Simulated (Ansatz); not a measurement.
# Ni (Fm-3m) in Ansatz: notebook

The runs below take Ni through single point, elastic constants, with PBEsol.

Everything below comes from runs of Ansatz 0.2.0. Logs are shortened: lines on timing, memory, paths and dates and some standing lists are left out, and cuts for length are marked.

**1. Starting point**

Symmetry: Fm-3m, No. 225, cubic system. Conventional cell: a = 3.475 Å, b = 3.475 Å, c = 3.475 Å, α = 90.00°, β = 90.00°, γ = 90.00°. Around Ni (site symmetry m-3m) lie 12 Ni at 2.46 Å.

**2. Single point, PBEsol, collinear spin, ferromagnetic start, 9.86 Å³/atom (volume scaled by 0.94)**

Contents of input.yaml:

```yaml
crystal:
  lattice:
    - [0.0, 1.702102308, 1.702102308]
    - [1.702102308, 0.0, 1.702102308]
    - [1.702102308, 1.702102308, 0.0]
  atoms:
    - { symbol: Ni, position: [0.0, 0.0, 0.0], spin: 1.0 }
kpoints:
  mp_grid: { grid: [13, 13, 13] }
scf:
  occupations: { method: fermi_dirac, width: 0.05 }
hamiltonian:
  xc: pbesol
  pseudopotentials: { kind: all_electron, lapw: { basis_error: 0.0005 } }
magnetization:
  spin_polarized: true
output:
  forces: true
  stress: true
  eigenvalues: true
```

Potentials or basis: all-electron LAPW, scalar-relativistic.

On the command line:

```
ansatz run input.yaml --threads 2 --pin off --max-ram 6144MiB --backend cpu --events-out ev --progress --plain --runs-dir out
```

Standard output:

```text
Warning: RAYON_NUM_THREADS=2 ignored (pool sized by the plan → 2); use --threads N
LAPW: plane waves up to 9.736 Å⁻¹, error target 5.0e-4 eV per atom; small_component_spin mean_spin; Ni in spheres of 1.204 Å, 18 of its electrons in bands, Dirac shells [] (how accurate: hamiltonian.pseudopotentials.lapw.basis_error, Limitations)
Engine: ansatz 0.2.0, aarch64-unknown-linux-gnu
Pseudopotentials: kind: all_electron
Pseudopotential: Ni, LAPW, valence charge 18, lapw/all_electron/scalar/gaussian/Ni, Koelling and Harmon's equation, gaussian nucleus
Functional definition: PBEsol
  exchange = pbesol_x
  correlation = pbesol_c
Crystal: 1 atoms, lattice volume = 9.862 Å³
Basis set: ecut = 361.11808850612636 eV, 169 PW (Γ), exchange–correlation at level 2
Bands: 14, of which v1, the nominal top of the filled ones, is band 9 counted from 1 (8 counted from 0)
Symmetry: 48 space group operations
Space group: Fm-3m (ITA 225), of the structure as read, at distance tolerance 2.1e-5 Å
Magnetic group: BNS 225.116 (UNI 1618), of the structure as read, at distance tolerance 2.1e-5 Å
k-points: 84 of 2197
Non-local potential: Ni, projectors of the file, none
Initial density: superposition of atomic densities (chi_scale 0.1, normalization cell)
Starting moments: Σ|m| = 1 μB on 1 of 1 site
Initial wavefunctions: plane waves of lowest kinetic energy (no species holds an atomic orbital)
Functional: x = pbesol(κ = 0.804, μ = 0.12345679012345678), c = pbesol(β = 0.046)
iter 1 solved again at ethr=9.85e-6 eV; its pass at ethr=1.00e-1 eV (dr2=1.77e-3 eV) is discarded
SCF iter   1: F=—  HF=-41348.097253 eV  |F-HF|=—  |Δ(HF+E_count)|=         —  Δρ=1.98e-2 (↑1.96e-2 ↓1.98e-2)  dr2=1.79e-3  dr2_m=3.45e-2  M=0.635 μB ∫|m|=0.670 μB  β_m=0.30  ethr=9.85e-6  ⟨swp⟩=3.9  Hψ=19349  notcnv=0
Mixer restart at iter 1: flushing history
preconditioner: auto → none  [metal: Δε(μ)=0.002 eV  Ē_g=18.018 eV  σ=0.050 eV  W_gap=0.01  n_scr=0 (ndim 8)  ℏωp=37.4 eV  f_vac=0.000  D(μ)=1.48/eV (n_scr^D=14)]
SCF iter   2: F=—  HF=-41348.104124 eV  |F-HF|=—  |Δ(HF+E_count)|=   6.87e-3  Δρ=1.41e-2 (↑1.38e-2 ↓1.41e-2)  dr2=8.78e-4  dr2_m=1.73e-2  M=0.631 μB ∫|m|=0.673 μB  β_m=0.64  ethr=9.85e-6  ⟨swp⟩=2.0  Hψ=6252  notcnv=0
SCF iter   3: F=—  HF=-41348.115695 eV  |F-HF|=—  |Δ(HF+E_count)|=   1.16e-2  Δρ=1.50e-3 (↑9.35e-4 ↓1.50e-3)  dr2=2.31e-4  dr2_m=1.39e-5  M=0.626 μB ∫|m|=0.691 μB  β_m=0.47  ethr=4.88e-6  ⟨swp⟩=2.8  Hψ=7118  notcnv=0
iter 4 solved again at ethr=1.75e-8 eV; its pass at ethr=1.28e-6 eV (dr2=3.15e-6 eV) is discarded
SCF iter   4: F=—  HF=-41348.112735 eV  |F-HF|=—  |Δ(HF+E_count)|=         —  Δρ=5.07e-4 (↑3.87e-4 ↓5.07e-4)  dr2=3.15e-6  dr2_m=1.66e-5  M=0.625 μB ∫|m|=0.690 μB  β_m=0.73  ethr=1.75e-8  ⟨swp⟩=2.3  Hψ=10956  notcnv=0
the basis was enlarged: its passes take 1.1 MiB over the memory plan, 2 of 2 planned eigensolver slots
SCF iter   5: F=—  HF=-41348.112914 eV  |F-HF|=—  |Δ(HF+E_count)|=   1.79e-4  Δρ=2.37e-4 (↑1.55e-4 ↓2.37e-4)  dr2=7.48e-7  dr2_m=3.14e-6  M=0.625 μB ∫|m|=0.693 μB  β_m=0.87  ethr=1.75e-8  ⟨swp⟩=3.0  Hψ=6932  notcnv=0
SCF iter   6: F=—  HF=-41348.112967 eV  |F-HF|=—  |Δ(HF+E_count)|=   5.27e-5  Δρ=1.13e-5 (↑1.13e-5 ↓5.89e-6)  dr2=4.04e-9  dr2_m=5.46e-9  M=0.625 μB ∫|m|=0.695 μB  β_m=0.88  ethr=4.16e-9  ⟨swp⟩=3.0  Hψ=7026  notcnv=0
SCF iter   7: F=—  HF=-41348.112967 eV  |F-HF|=—  |Δ(HF+E_count)|=   7.73e-8  Δρ=1.68e-6 (↑1.08e-6 ↓1.68e-6)  dr2=2.24e-10  dr2_m=7.38e-11  M=0.625 μB ∫|m|=0.696 μB  β_m=0.94  ethr=2.25e-11  ⟨swp⟩=3.0  Hψ=6939  notcnv=0
SCF iter   8: F=-41348.112967 eV  HF=-41348.112967 eV  |F-HF|=7.28e-12  |Δ(HF+E_count)|=   8.04e-9  Δρ=5.05e-7 (↑2.78e-7 ↓5.05e-7)  dr2=3.32e-12  dr2_m=1.32e-11  M=0.625 μB ∫|m|=0.696 μB  ethr=1.24e-12  ⟨swp⟩=2.6  Hψ=6574  notcnv=0
SCF 1 converged in 8 iterations: F = -41348.112967 eV  dr2 = 3.32e-12
SCF converged after 8 iterations
Magnetization: 0.6250 μB (9.3125 up, 8.6875 down)
Absolute magnetization: 0.6955 μB (∫|ρ↑−ρ↓|)
Spin contamination: 0.0049 ħ² per cell (⟨S²⟩ above its minimum at these occupations)
Per-site moments (μB) at R_I (Å): [(0.6453687716345016, 1.2035680663255084)]
Free energy (F): -41348.112967 eV
Harris-Foulkes:  -41348.112967 eV  (|F-HF|=7.28e-12)
Internal energy: -41348.101238 eV  (E = F + TS)
E sigma→0 (E₀):  -41348.107102 eV
Entropy (-TS):   -0.011729 eV (-11.729 meV/atom)
Fermi energy:    20.485893 eV
--- Per-component energies (eV) ---
  E_band       = -245.526426
  E_kinetic    = 42008.157086
  E_xc         = -1696.126449
  E_electrostatic = -81660.131875  (all electrons and nuclei)
  E_smearing   = -0.011729  (= −TS)
  E_closure    = 0.000000  (closes the sum)
  E_atoms      = -41340.345444  (free atoms, spherical and without spin; not in F)
  Σ components = -41348.112967   (vs F -41348.112967, Δ=0.00e0)
  Basis errors (estimates in eV, not in F): energy 1.1e-4 per atom: plane waves 8.5e-5 (6.2e-5 summed), levels above the bands 4.1e-220, relativity 5.2e-9, radial functions 2.2e-5, core shells 6.2e-10; eigenvalues (radial functions only) 2.3e-6; not estimated: angular momenta, meshes, grids; target (lapw.basis_error) 5.0e-4; muffin-tin radii Ni 1.204 Å
--- Forces (eV/Å), atoms counted from 1 ---
  atom   1  Ni    -0.00000000     0.00000000    -0.00000000
  max |Σ_I F_I| component: 6.80e-33 eV/Å
--- Stress (GPa, compression-positive) ---
       13.438384       0.000000      -0.000000
        0.000000      13.438384      -0.000000
       -0.000000      -0.000000      13.438384
  P = ⅓ Tr σ = 13.4384 GPa (134.384 kbar)
--- Band table (eV; the first three rows and the last of 168) ---
  k-point 0 ↑: bands = ["-83.0570", "-43.4042", "-43.4042", "-43.4042", "10.6069", "17.7615", "17.7615", "17.7615", "19.1223", "19.1223", "44.6975", "49.3896", "49.3896", "49.3896"]
  k-point 1 ↑: bands = ["-83.0539", "-43.4225", "-43.4067", "-43.4067", "10.8557", "17.6903", "17.8205", "17.8205", "19.0968", "19.0968", "43.9878", "46.9825", "48.8901", "48.8901"]
  k-point 2 ↑: bands = ["-83.0455", "-43.4732", "-43.4139", "-43.4139", "11.5777", "17.5172", "17.9522", "17.9522", "19.0647", "19.0647", "40.7655", "45.7868", "48.0905", "48.0905"]
  k-point 83 ↓: bands = ["-82.1668", "-42.8322", "-42.8050", "-42.7225", "16.5446", "17.3867", "17.7360", "19.6375", "20.8696", "27.5354", "29.6325", "31.8202", "33.1349", "51.1098"]
```

Wall time 9.1 s (2 threads of Arm Neoverse V2, shared host); peak memory 0.36 GiB.

What came out:

- Free energy: -41348.1130 eV
- Pressure: 13.4 GPa
- Band gap on the k mesh: none (metal or under the smearing width)
- Net moment: 0.62 μB per cell
- Absolute moment: 0.70 μB per cell
- Site moments: Ni +0.65 μB

**3. Single point, PBEsol, collinear spin, ferromagnetic start, 10.07 Å³/atom (volume scaled by 0.96)**

input.yaml, as its differences from that of step 2:

```diff
@@ -2,5 +2,5 @@
   lattice:
-    - [0.0, 1.702102308, 1.702102308]
-    - [1.702102308, 0.0, 1.702102308]
-    - [1.702102308, 1.702102308, 0.0]
+    - [0.0, 1.714089339, 1.714089339]
+    - [1.714089339, 0.0, 1.714089339]
+    - [1.714089339, 1.714089339, 0.0]
   atoms:
```

Potentials or basis: all-electron LAPW, scalar-relativistic.

On the command line:

```
ansatz run input.yaml --threads 2 --pin off --max-ram 6144MiB --backend cpu --events-out ev --progress --plain --runs-dir out
```

Run time: 9.2 s. Hardware: 2 threads of Arm Neoverse V2, shared host; peak memory 0.36 GiB.

It converged, with:

| Quantity | Value |
| --- | --- |
| Free energy | -41348.1266 eV |
| Pressure | 7.5 GPa |
| Band gap on the k mesh | none (metal or under the smearing width) |
| Net moment | 0.63 μB per cell |
| Absolute moment | 0.70 μB per cell |
| Site moments | Ni +0.65 μB |

**4. Single point, PBEsol, collinear spin, ferromagnetic start, 10.28 Å³/atom (volume scaled by 0.98)**

input.yaml, as its differences from that of step 3:

```diff
@@ -2,5 +2,5 @@
   lattice:
-    - [0.0, 1.714089339, 1.714089339]
-    - [1.714089339, 0.0, 1.714089339]
-    - [1.714089339, 1.714089339, 0.0]
+    - [0.0, 1.7259110183, 1.7259110183]
+    - [1.7259110183, 0.0, 1.7259110183]
+    - [1.7259110183, 1.7259110183, 0.0]
   atoms:
```

On the command line:

```
ansatz run input.yaml --threads 2 --pin off --max-ram 6144MiB --backend cpu --events-out ev --progress --plain --runs-dir out
```

Run time: 9.3 s. Hardware: 2 threads of Arm Neoverse V2, shared host; peak memory 0.36 GiB.

It converged, with:

```
Free energy            : -41348.1330 eV
Pressure               : 2.3 GPa
Band gap on the k mesh : none (metal or under the smearing width)
Net moment             : 0.63 μB per cell
Absolute moment        : 0.70 μB per cell
Site moments           : Ni +0.65 μB
```

**5. Single point, PBEsol, collinear spin, ferromagnetic start, 10.49 Å³/atom**

input.yaml, as its differences from that of step 4:

```diff
@@ -2,5 +2,5 @@
   lattice:
-    - [0.0, 1.7259110183, 1.7259110183]
-    - [1.7259110183, 0.0, 1.7259110183]
-    - [1.7259110183, 1.7259110183, 0.0]
+    - [0.0, 1.737572933, 1.737572933]
+    - [1.737572933, 0.0, 1.737572933]
+    - [1.737572933, 1.737572933, 0.0]
   atoms:
```

On the command line:

```
ansatz run input.yaml --threads 2 --pin off --max-ram 6144MiB --backend cpu --events-out ev --progress --plain --runs-dir out
```

Run time: 9.3 s. Hardware: 2 threads of Arm Neoverse V2, shared host; peak memory 0.36 GiB.

Results (log left out):

```yaml
Free_energy: -41348.1328 eV
Pressure: -2.4 GPa
Band_gap_on_the_k_mesh: none (metal or under the smearing width)
Net_moment: 0.63 μB per cell
Absolute_moment: 0.71 μB per cell
Site_moments: Ni +0.65 μB
```

**6. Single point, PBEsol, collinear spin, ferromagnetic start, 10.70 Å³/atom (volume scaled by 1.02)**

input.yaml, as its differences from that of step 5:

```diff
@@ -2,5 +2,5 @@
   lattice:
-    - [0.0, 1.737572933, 1.737572933]
-    - [1.737572933, 0.0, 1.737572933]
-    - [1.737572933, 1.737572933, 0.0]
+    - [0.0, 1.7490803739, 1.7490803739]
+    - [1.7490803739, 0.0, 1.7490803739]
+    - [1.7490803739, 1.7490803739, 0.0]
   atoms:
```

Potentials or basis: all-electron LAPW, scalar-relativistic.

On the command line:

```
ansatz run input.yaml --threads 2 --pin off --max-ram 6144MiB --backend cpu --events-out ev --progress --plain --runs-dir out
```

It took 9.2 s on 2 threads of Arm Neoverse V2, shared host; peak memory 0.36 GiB.

The run converged. Its results:

```yaml
Free_energy: -41348.1269 eV
Pressure: -6.6 GPa
Band_gap_on_the_k_mesh: none (metal or under the smearing width)
Net_moment: 0.63 μB per cell
Absolute_moment: 0.71 μB per cell
Site_moments: Ni +0.65 μB
```

**7. Single point, PBEsol, collinear spin, ferromagnetic start, 10.91 Å³/atom (volume scaled by 1.04)**

input.yaml, as its differences from that of step 6:

```diff
@@ -2,5 +2,5 @@
   lattice:
-    - [0.0, 1.7490803739, 1.7490803739]
-    - [1.7490803739, 0.0, 1.7490803739]
-    - [1.7490803739, 1.7490803739, 0.0]
+    - [0.0, 1.7604383569, 1.7604383569]
+    - [1.7604383569, 0.0, 1.7604383569]
+    - [1.7604383569, 1.7604383569, 0.0]
   atoms:
```

On the command line:

```
ansatz run input.yaml --threads 2 --pin off --max-ram 6144MiB --backend cpu --events-out ev --progress --plain --runs-dir out
```

Wall time 9 s (2 threads of Arm Neoverse V2, shared host); peak memory 0.35 GiB.

The run converged. Its results:

- Free energy: -41348.1158 eV
- Pressure: -10.2 GPa
- Band gap on the k mesh: none (metal or under the smearing width)
- Net moment: 0.63 μB per cell
- Absolute moment: 0.72 μB per cell
- Site moments: Ni +0.66 μB

**8. Single point, PBEsol, collinear spin, ferromagnetic start, 11.12 Å³/atom (volume scaled by 1.06)**

input.yaml, as its differences from that of step 7:

```diff
@@ -2,5 +2,5 @@
   lattice:
-    - [0.0, 1.7604383569, 1.7604383569]
-    - [1.7604383569, 0.0, 1.7604383569]
-    - [1.7604383569, 1.7604383569, 0.0]
+    - [0.0, 1.7716516424, 1.7716516424]
+    - [1.7716516424, 0.0, 1.7716516424]
+    - [1.7716516424, 1.7716516424, 0.0]
   atoms:
```

On the command line:

```
ansatz run input.yaml --threads 2 --pin off --max-ram 6144MiB --backend cpu --events-out ev --progress --plain --runs-dir out
```

Run time: 9.8 s. Hardware: 2 threads of Arm Neoverse V2, shared host; peak memory 0.36 GiB.

Results (log left out):

```yaml
Free_energy: -41348.1003 eV
Pressure: -13.5 GPa
Band_gap_on_the_k_mesh: none (metal or under the smearing width)
Net_moment: 0.63 μB per cell
Absolute_moment: 0.72 μB per cell
Site_moments: Ni +0.66 μB
```

**9. Elastic constants, PBEsol, collinear spin, ferromagnetic start**

Contents of input.yaml:

```yaml
crystal:
  lattice:
    - [0.0, 1.737572933, 1.737572933]
    - [1.737572933, 0.0, 1.737572933]
    - [1.737572933, 1.737572933, 0.0]
  atoms:
    - { symbol: Ni, position: [0.0, 0.0, 0.0], spin: 1.0 }
kpoints:
  mp_grid: { grid: [10, 10, 10] }
scf:
  occupations: { method: fermi_dirac, width: 0.05 }
hamiltonian:
  xc: pbesol
  pseudopotentials: { kind: all_electron, lapw: { basis_error: 0.001 } }
magnetization:
  spin_polarized: true
output:
  forces: true
  stress: true
elastic:
  mode: relaxed_ion
  stencil: two_point
```

Potentials or basis: all-electron LAPW, scalar-relativistic.

On the command line:

```
ansatz run input.yaml --threads 2 --pin off --max-ram 6144MiB --backend cpu --events-out ev --progress --plain --runs-dir out
```

It took 56 s on 2 threads of Arm Neoverse V1, shared host; peak memory 0.44 GiB.

Results (log left out):

```
Free energy                     : -41348.1315 eV
Pressure                        : -1.7 GPa
Band gap on the k mesh          : none (metal or under the smearing width)
Net moment                      : 0.72 μB per cell
Absolute moment                 : 0.79 μB per cell
Site moments                    : Ni +0.75 μB
Elastic constants C11, C12, C44 : 312, 176, 151 GPa
Voigt bulk modulus              : 221 GPa
```

Levels at points of the mesh, in eV from the Fermi level:
Spin up:
```
             k point  band 6  band 7  band 8  band 9  band 10  band 11  band 12  band 13
  (0.00, 0.00, 0.00)   -2.63   -2.63   -2.63   -1.37    -1.37    23.70    27.89    27.89
 (0.00, 0.00, -0.50)   -2.61   -2.61   -0.67   -0.67    -0.54     5.79    22.23    25.04
(0.00, -0.50, -0.50)   -4.51   -0.61   -0.53   -0.53     2.28     9.41    14.94    14.94
```
Spin down:
| k point | band 7 | band 8 | band 9 | band 10 | band 11 | band 12 |
| --- | --- | --- | --- | --- | --- | --- |
| (0.00, 0.00, 0.00) | -1.80 | -1.80 | -0.67 | -0.67 | 23.60 | 27.91 |
| (0.00, 0.00, -0.50) | -1.90 | -0.55 | 0.19 | 0.19 | 6.29 | 22.13 |
| (0.00, -0.50, -0.50) | 0.12 | 0.43 | 0.43 | 2.29 | 9.73 | 14.99 |

Elastic tensor in Voigt notation (GPa, in the Cartesian axes of the cell as first typed):
```
312 176 176   0   0   0
176 312 176   0   0   0
176 176 312   0   0   0
  0   0   0 151   0   0
  0   0   0   0 151   0
  0   0   0   0   0 151
```

Caveat: the k mesh is thin for a metal, which can move the energy by tens of meV per atom; a metal's response needs a denser mesh; elastic constants of metals need much finer meshes, so these are rough.

**10. The reference run**

An earlier run on the cell as given: functional PBEsol; potentials or basis all-electron LAPW, scalar-relativistic; cutoff 320 eV (chosen from the basis error); basis error allowed 0.001 eV/atom; k mesh 13 × 13 × 13; occupations fermi-dirac, width 0.05 eV; collinear spin, ferromagnetic start; starting moments [1.0] μB.

- Pressure: -2.4 GPa
- Band gap on the k mesh: none (metal or under the smearing width)
- Net moment: 0.63 μB per cell
- Absolute moment: 0.71 μB per cell
- Site moments: Ni +0.65 μB
